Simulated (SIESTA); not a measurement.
CoO in SIESTA: convergence with EnergyShift

Crystal: CoO.

```
Co O
1.0
     1.50547    0.86918    2.43993
    -1.50547    0.86918    2.43993
     0.00000   -1.73837    2.43993
Co O
1 1
Cartesian
  -0.0051 -0.0137 0.0083
  -0.0684 -0.0294 3.6496
```

The cell is a database's computed one.

The cell isn't the ideal one: atoms moved at random, drawn with an rms of 0.05 Å.

* Program: SIESTA 5.4.2
* Task: single point
* Functional: PBE
* Potentials or basis: PseudoDojo 0.4 standard (PBE files)
* Basis: DZP (energy shift 0.05 Ry; two zetas on semicore shells)
* Grid cutoff: 800 Ry
* Energy shift: 0.05 Ry
* k mesh: 6 × 6 × 6
* Occupations: fermi-dirac, width 0.05 eV
* Spin: collinear spin, ferromagnetic start
* Starting moments: [2.0, 0.0] μB

These are the settings of the first run; the series varies EnergyShift, with any setting tied to it.

Hardware: 1 thread of Intel(R) Xeon(R) 6975P-C (Granite Rapids), with other jobs on the host.

**Question.** The values tried are 0.05, 0.03, 0.02, 0.01, 0.005, 0.003, 0.002, 0.001, loosest first. From which on does the largest site moment stay within 0.02 μB of the tightest run that finished?

**Answer.** From 0.003 on.

| EnergyShift | energy less the tightest run, at zero smearing (meV/atom) | pressure (GPa) | largest force (eV/Å) | largest site moment (μB) | SCF cycles | CPU time (s) | peak memory (GiB) |
| --- | --- | --- | --- | --- | --- | --- | --- |
| 0.05 | 3761.52 | -49.69 | 0.302 | 2.76 | 27 | 19 | 0.21 |
| 0.03 | 1857.37 | -31.69 | 0.083 | 2.70 | 23 | 20 | 0.22 |
| 0.02 | 1027.84 | -18.50 | 0.071 | 2.68 | 21 | 22 | 0.22 |
| 0.01 | 409.99 | -3.16 | 0.139 | 2.63 | 20 | 31 | 0.25 |
| 0.005 | 185.55 | 1.31 | 0.144 | 2.60 | 22 | 46 | 0.26 |
| 0.003 | 98.54 | 1.11 | 0.126 | 2.58 | 20 | 53 | 0.28 |
| 0.002 | 50.88 | 1.06 | 0.116 | 2.57 | 18 | 62 | 0.29 |
| 0.001 | 0.00 | 1.29 | 0.116 | 2.57 | 19 | 88 | 0.32 |

Against the tightest run, the largest force stays within 0.005 eV/Å from 0.002 on. Not settled before the last step: the energy (to 1 meV/atom), the pressure (to 0.1 GPa). The tightest run that finished is the yardstick and may itself not be fully converged.

Caveat, for the tightest run too: the k mesh is coarse (spacing up to 0.43 Å⁻¹), so the values aren't converged; short orbitals over semicore shells can move pressures by several GPa; the basis of atomic orbitals isn't converged, which shifts pressures, moduli and gaps; a cell with one magnetic atom can't hold antiferromagnetic order, which such compounds often take.
